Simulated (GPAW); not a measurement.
# Si (P-1) in GPAW: convergence with plane-wave cutoff (eV)

Aim: find how far plane-wave cutoff (eV) must go before the results for Si settle, at PBE. This setting moves, with any that are tied to it; all else stays.

All numbers are computed with GPAW 26.7.0; they aren't measurements. Logs are shortened: lines on timing, memory, paths and dates and some standing lists are left out, and cuts for length are marked. The log counts tension as positive stress, the text compression.

## 1. The crystal as given

The typed cell holds 1 atom: a = 2.622 Å, b = 2.745 Å, c = 2.618 Å, α = 102.53°, β = 99.83°, γ = 125.45°.

This isn't the form of Si at room conditions, which is diamond.

## 2. With plane-wave cutoff (eV) 200

run.py reads:

```python
from ase.dft.bandgap import bandgap
from ase.io import read, write
from ase.units import GPa
from gpaw import GPAW, PW

atoms = read('POSCAR')

calc = GPAW(mode=PW(200),
            xc='PBE',
            kpts={'size': (8, 8, 7), 'gamma': True},
            occupations={'name': 'fermi-dirac', 'width': 0.05},
            nbands=8,
            convergence={'density': 1e-05, 'energy': 1e-05},
            maxiter=100,
            txt='gpaw.txt')
atoms.calc = calc
energy = atoms.get_potential_energy()
forces = atoms.get_forces()
stress = atoms.get_stress()
calc.write('gs.gpw')
write('result.traj', atoms)
print(f'Energy: {energy:.6f} eV')
print('Forces (eV/A):')
print(forces.round(4))
print('Stress (GPa):', (stress / GPa).round(3))
print('Fermi level:', round(calc.get_fermi_level(), 4), 'eV')
print(f'Gap: {bandgap(calc)[0]:.4f} eV, direct: {bandgap(calc, direct=True)[0]:.4f} eV')
```

POSCAR reads:

```
Si
1.0
   -1.6322467100      1.6887678500      1.1666669100
    1.7308028500     -1.6932995100      1.2936920400
    1.6246017100      1.6856545100     -1.1722508300
Si
1
Direct
    0.0000000000      0.0000000000      0.0000000000
```

Potentials or basis: GPAW PAW data sets (gpaw-data 1.2.1), pw.

On the command line:

```bash
> OMP_NUM_THREADS=1 python run.py
```

Run time: 6.2 s. Hardware: 1 thread of Arm Neoverse V2, shared host; peak memory 0.11 GiB.

Results:

| Property | Result |
| --- | --- |
| Free energy | -4.8932 eV |
| Pressure | 6.9 GPa |
| Band gap on the k mesh | none (metal or under the smearing width) |

## 3. With plane-wave cutoff (eV) 250

Changes to run.py since step 2:

```diff
@@ -7,3 +7,3 @@
 
-calc = GPAW(mode=PW(200),
+calc = GPAW(mode=PW(250),
             xc='PBE',
```

POSCAR is that of step 2.

Potentials or basis: GPAW PAW data sets (gpaw-data 1.2.1), pw.

On the command line:

```bash
> OMP_NUM_THREADS=1 python run.py
```

Wall time 6.6 s (1 thread of Arm Neoverse V2, shared host); peak memory 0.12 GiB.

Results:

| Item | Value |
| --- | --- |
| Free energy | -4.8959 eV |
| Pressure | 6.9 GPa |
| Band gap on the k mesh | none (metal or under the smearing width) |

## 4. With plane-wave cutoff (eV) 300

Changes to run.py since step 3:

```diff
@@ -7,3 +7,3 @@
 
-calc = GPAW(mode=PW(250),
+calc = GPAW(mode=PW(300),
             xc='PBE',
```

POSCAR is that of step 3.

On the command line:

```bash
> OMP_NUM_THREADS=1 python run.py
```

Run time: 7 s. Hardware: 1 thread of Arm Neoverse V2, shared host; peak memory 0.12 GiB.

What came out:

```
Free energy            : -4.8971 eV
Pressure               : 7.0 GPa
Band gap on the k mesh : none (metal or under the smearing width)
```

## 5. With plane-wave cutoff (eV) 350

Changes to run.py since step 4:

```diff
@@ -7,3 +7,3 @@
 
-calc = GPAW(mode=PW(300),
+calc = GPAW(mode=PW(350),
             xc='PBE',
```

POSCAR is that of step 4.

On the command line:

```bash
> OMP_NUM_THREADS=1 python run.py
```

Wall time 7.3 s (1 thread of Arm Neoverse V2, shared host); peak memory 0.13 GiB.

Results:

```
Free energy            : -4.8977 eV
Pressure               : 7.0 GPa
Band gap on the k mesh : none (metal or under the smearing width)
```

## 6. With plane-wave cutoff (eV) 400

Changes to run.py since step 5:

```diff
@@ -7,3 +7,3 @@
 
-calc = GPAW(mode=PW(350),
+calc = GPAW(mode=PW(400),
             xc='PBE',
```

POSCAR is that of step 5.

Potentials or basis: GPAW PAW data sets (gpaw-data 1.2.1), pw.

On the command line:

```bash
> OMP_NUM_THREADS=1 python run.py
```

It took 9.4 s on 1 thread of Arm Neoverse V2, shared host; peak memory 0.13 GiB.

What came out:

* Free energy: -4.8981 eV
* Pressure: 7.0 GPa
* Band gap on the k mesh: none (metal or under the smearing width)

## 7. With plane-wave cutoff (eV) 500

Changes to run.py since step 6:

```diff
@@ -7,3 +7,3 @@
 
-calc = GPAW(mode=PW(400),
+calc = GPAW(mode=PW(500),
             xc='PBE',
```

POSCAR is that of step 6.

On the command line:

```bash
> OMP_NUM_THREADS=1 python run.py
```

Run time: 9.9 s. Hardware: 1 thread of Arm Neoverse V2, shared host; peak memory 0.14 GiB.

The run converged. Its results:

```yaml
Free_energy: -4.8985 eV
Pressure: 7.0 GPa
Band_gap_on_the_k_mesh: none (metal or under the smearing width)
```

## 8. With plane-wave cutoff (eV) 600

Changes to run.py since step 7:

```diff
@@ -7,3 +7,3 @@
 
-calc = GPAW(mode=PW(500),
+calc = GPAW(mode=PW(600),
             xc='PBE',
```

POSCAR is that of step 7.

On the command line:

```bash
> OMP_NUM_THREADS=1 python run.py
```

It took 12 s on 1 thread of Arm Neoverse V2, shared host; peak memory 0.14 GiB.

Results (log left out):

- Free energy: -4.8988 eV
- Pressure: 7.0 GPa
- Band gap on the k mesh: none (metal or under the smearing width)

## 9. With plane-wave cutoff (eV) 800

Changes to run.py since step 8:

```diff
@@ -7,3 +7,3 @@
 
-calc = GPAW(mode=PW(600),
+calc = GPAW(mode=PW(800),
             xc='PBE',
```

POSCAR is that of step 8.

Potentials or basis: GPAW PAW data sets (gpaw-data 1.2.1), pw.

On the command line:

```bash
> OMP_NUM_THREADS=1 python run.py
```

It took 20 s on 1 thread of Arm Neoverse V2, shared host; peak memory 0.17 GiB.

Results (log left out):

```yaml
Free_energy: -4.8990 eV
Pressure: 7.0 GPa
Band_gap_on_the_k_mesh: none (metal or under the smearing width)
```

## 10. With plane-wave cutoff (eV) 1000

Changes to run.py since step 9:

```diff
@@ -7,3 +7,3 @@
 
-calc = GPAW(mode=PW(800),
+calc = GPAW(mode=PW(1000),
             xc='PBE',
```

POSCAR is that of step 9.

Potentials or basis: GPAW PAW data sets (gpaw-data 1.2.1), pw.

On the command line:

```bash
> OMP_NUM_THREADS=1 python run.py
```

gpaw.txt:

```text
__  _  _
 | _ |_)|_||  |
 |__||  | ||/\| - 26.7.0

Input parameters:
  mode=PW(ecut=1000.0),
  convergence={'density': 1e-05, 'energy': 1e-05},
  kpts=MonkhorstPack(size=(8, 8, 7), gamma=True),
  maxiter=100,
  nbands=8,
  occupations=Occupations(name='fermi-dirac', width=0.05),
  xc=XC(name='PBE')

Diagonalizing LCAO Hamiltonian
Converting LCAO to pw mode

       Si

Atoms  # Å, Bohr magnetons
|   | symbol |        x |        y |        z |    initial magnetic moments |
|---|--------|----------|----------|----------|-----------------------------|
| 0 |     Si | 0.000000 | 0.000000 | 0.000000 | ( 0.0000,  0.0000,  0.0000) |

Unit cell  # Å
| periodic |         x |         y |         z |  lengths |     angles |
|----------|-----------|-----------|-----------|----------|------------|
|      yes | -1.632247 |  1.688768 |  1.166667 | 2.622456 | 102.526825 |
|      yes |  1.730803 | -1.693300 |  1.293692 | 2.745283 |  99.834070 |
|      yes |  1.624602 |  1.685655 | -1.172251 | 2.618193 | 125.447958 |

Number of symmetries: 2
Symmetry operations  # r_c * U_cc + t_c -> r_c
|   | kind |            matrix            |
|---|------|------------------------------|
| 0 |  E   |  1, 0, 0,  0, 1, 0,  0, 0, 1 |
| 1 |  i   | -1, 0, 0,  0,-1, 0,  0, 0,-1 |

BZ-sampling:
  Number of BZ points: 448
  Number of IBZ points: 226

  Monkhorst-Pack size: [8, 8, 7]
  Monkhorst-Pack shift: [0.0625, 0.0625, 0.0]

K-points  # in reciprocal-cell coordinates
|     |                                coordinates |     weight |
|-----|--------------------------------------------|------------|
|   0 | (  0.00000000,   0.00000000,   0.00000000) | 0.00223214 |
|   1 | (  0.00000000,   0.00000000,   0.14285714) | 0.00446429 |
|   2 | (  0.00000000,   0.00000000,   0.28571429) | 0.00446429 |
|   3 | (  0.00000000,   0.00000000,   0.42857143) | 0.00446429 |
|   4 | (  0.00000000,   0.12500000,  -0.42857143) | 0.00446429 |
|   5 | (  0.00000000,   0.12500000,  -0.28571429) | 0.00446429 |
|   6 | (  0.00000000,   0.12500000,  -0.14285714) | 0.00446429 |
|   7 | (  0.00000000,   0.12500000,   0.00000000) | 0.00446429 |
|   8 | (  0.00000000,   0.12500000,   0.14285714) | 0.00446429 |
|   9 | (  0.00000000,   0.12500000,   0.28571429) | 0.00446429 |
| ... |                                            |            |
| 225 | (  0.50000000,   0.50000000,   0.42857143) | 0.00446429 |

Plane wave coefficients: 1013
Cutoff: 1000.0 eV

Spin-components: 1 (collinear spins)
Bands:           8
Projectors:      5
Spin-degeneracy: 2
Datatype:        complex128

Parallelization:
  kpt:    1
  domain: 1
  band:   1

Density:
  Valence electrons: 4.0
  Components: 1
  Grid points: [20 21 20]
  Charge: 0.0  # |e|

Potential:
  Grid points: [20 21 20]

species:
  Si:
    name:    Silicon
    Z:       14.0
    valence: 4
    core:    10
    charge:  0.0  # [|e|]
    compensation charges:
      type: gauss
      rc: 0.33  # [Å]
      lmax: 2
    cutoffs:
      filter: 1.86  # [Å]
      core: 2.06  # [Å]
    projectors
    | kind |    occ | energy [eV] | rcut [Å] |
    |------|--------|-------------|----------|
    |   3s |  2.000 |     -10.812 |    1.058 |
    |   3p |  2.000 |      -4.081 |    1.058 |
    |    s |        |      16.399 |    1.058 |
    |    p |        |      23.130 |    1.058 |
    |    d |        |       0.000 |    1.058 |

    Using partial waves for Si as LCAO basis

Reference energy: -7886.344250  # eV

eigensolver:
  PPCG
  Converge bands: occupied
  niter=2

density mixing:
  MSR1-Mixer
  Pratt-step length: 0.05
  Maximum mixing coefficient: 0.75
  Old densities: 10
  SVD Regularization: 0.005
  Good broyden scale: 1.0
  Trust region scale: 1.0
  Backstep threshold: 4.0
  History deletion threshold: 6.0
  Fourier metric: weight=20.0, sigma=0.015

occupation numbers:
  Fermi-Dirac:
    width: 0.0500  # eV

poisson solver:
  ecut: 8000.0  # eV

xc functional:
  name: PBE with 2 nearest neighbor stencil

convergence criteria:
- Maximum integral of absolute [dens]ity change: 1e-05 electrons / valence electron
- Maximum [total energy] change in last 3 cyles: 1e-05 eV / valence electron
- Maximum integral of absolute [eigenst]ate change: 4e-08 eV^2 / valence electron
maximum number of iterations: 100

SCF iterations
|iter     | |      energy | eigst |  dens |
|---------|-|-------------|-------|-------|
|iter:   1| |   -4.890516 | +0.09 |       |
|iter:   2| |   -4.892177 | -3.04 | -1.14 |
|iter:   3| |   -4.896815 | -3.39 | -1.16 |
|iter:   4| |   -4.897543 | -4.11 | -1.69 |
|iter:   5| |   -4.897548 | -6.15 | -2.74 |
|iter:   6| |   -4.897549c| -7.49c| -3.36 |
|iter:   7| |   -4.897549c| -7.91c| -4.15 |
|iter:   8| |   -4.897549c| -9.78c| -5.33c|

Converged in 8 steps
Energy contributions relative to reference atoms: (reference = -7886.344250)

Energy contributions:
  Kinetic:           6.045736
  Coulomb:          -3.872638
  Zero:             -0.025481
  External:          0.000000
  Xc:               -7.043644
  Entropy:          -0.003043
  Spinorbit:         0.000000
  ----------------------------
  Free energy:      -4.899071
  Extrapolated:     -4.897549

dipole moment: (-3.758630, -3.666942, -2.809680)  # |e|*Ang

Fermi level: 9.939
Eigenvalues  # (at kpt = [0.000, 0.000, 0.000])
| band index |      eig [eV] | occ [0-2] |
|------------|---------------|-----------|
|          0 |        -4.941 |     2.000 |
|          1 |        18.149 |     0.000 |
|          2 |        18.589 |     0.000 |
|          3 |        18.801 |     0.000 |
|          4 |        21.181 |     0.000 |
|          5 |        25.273 |     0.000 |
|          6 |        26.990 |     0.000 |
|          7 |        27.303 |     0.000 |

No gap
No difference between direct/indirect transitions

Forces  # eV/Ang
|       x |       y |       z |
|---------|---------|---------|
| 0.00000 | 0.00000 | 0.00000 |  # Si   0

Stress tensor  # eV/Ang^3
|         x |         y |         z |
|-----------|-----------|-----------|
| -0.000993 |  0.006080 | -0.017212 |
|  0.006080 | -0.013867 | -0.031273 |
| -0.017212 | -0.031273 | -0.116224 |

# Writing to gs.gpw (mode='')
```

stdout:

```text
Energy: -4.897549 eV
Forces (eV/A):
[[0. 0. 0.]]
Stress (GPa): [ -0.159  -2.222 -18.621  -5.01   -2.758   0.974]
Fermi level: 9.9391 eV
Gap: 0.0000 eV, direct: 0.0000 eV
```

It took 21 s on 1 thread of Arm Neoverse V2, shared host; peak memory 0.19 GiB.

Results:

- Free energy: -4.8991 eV
- Pressure: 7.0 GPa
- Band gap on the k mesh: none (metal or under the smearing width)

## 11. Summary

| plane-wave cutoff (eV) | energy less the tightest run, at zero smearing (meV/atom) | pressure (GPa) | SCF cycles | CPU time (s) | peak memory (GiB) |
| --- | --- | --- | --- | --- | --- |
| 200 | 5.86 | 6.89 | 8 | 6.2 | 0.11 |
| 250 | 3.17 | 6.94 | 8 | 6.6 | 0.12 |
| 300 | 1.97 | 6.98 | 8 | 7 | 0.12 |
| 350 | 1.40 | 6.99 | 8 | 7.3 | 0.13 |
| 400 | 1.01 | 6.99 | 8 | 9.4 | 0.13 |
| 500 | 0.53 | 6.99 | 8 | 9.9 | 0.14 |
| 600 | 0.29 | 7.00 | 8 | 12 | 0.14 |
| 800 | 0.07 | 7.00 | 8 | 20 | 0.17 |
| 1000 | 0.00 | 7.00 | 8 | 21 | 0.19 |

Against the tightest run, the energy stays within 1 meV/atom from 500 on; the pressure stays within 0.1 GPa from 250 on. The tightest run that finished is the yardstick and may itself not be fully converged.

Caveats: all runs use coarse meshes.
